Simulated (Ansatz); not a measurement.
# BiTe (Fm-3m)

Theory: Ansatz 0.2.0, DFT r2SCAN, scalar-relativistic, plane waves, PAW.

Cutoff 500 eV; k points 12×12×12 on the computed 2-atom cell (Γ-centred); Gaussian smearing, width 0.10 eV; no spin polarisation.

The structure is relaxed at this level of theory with its symmetry kept. Whether it is the stable form of this composition wasn't checked.

```yaml
crystal:
  lattice:
    - [0.00000, 3.23327, 3.23327]
    - [3.23327, 0.00000, 3.23327]
    - [3.23327, 3.23327, 0.00000]
  atoms:
    - { symbol: Bi, position: [0.00000, 0.00000, 0.00000] }
    - { symbol: Te, position: [0.50000, 0.50000, 0.50000] }
```

Task: Formation energy from the elements' standard states (uncorrected)?

Result: -0.054 eV/atom.

Task: Density of states at the Fermi level?

Result: 1.52 states/eV per cell.

Task: Löwdin character within 0.5 eV of the Fermi level?

Result: Bi 6p 76 %, Te 5p 15 %.

Task: Bulk modulus?

Result: 51 GPa.

Task: Its pressure derivative?

Result: 4.7.

Task: Bader charges (e)?

Result: Bi (1 in the cell) 0.45, Te (1 in the cell) -0.45.

Spin-orbit coupling is left out, which matters for the bands of heavy elements.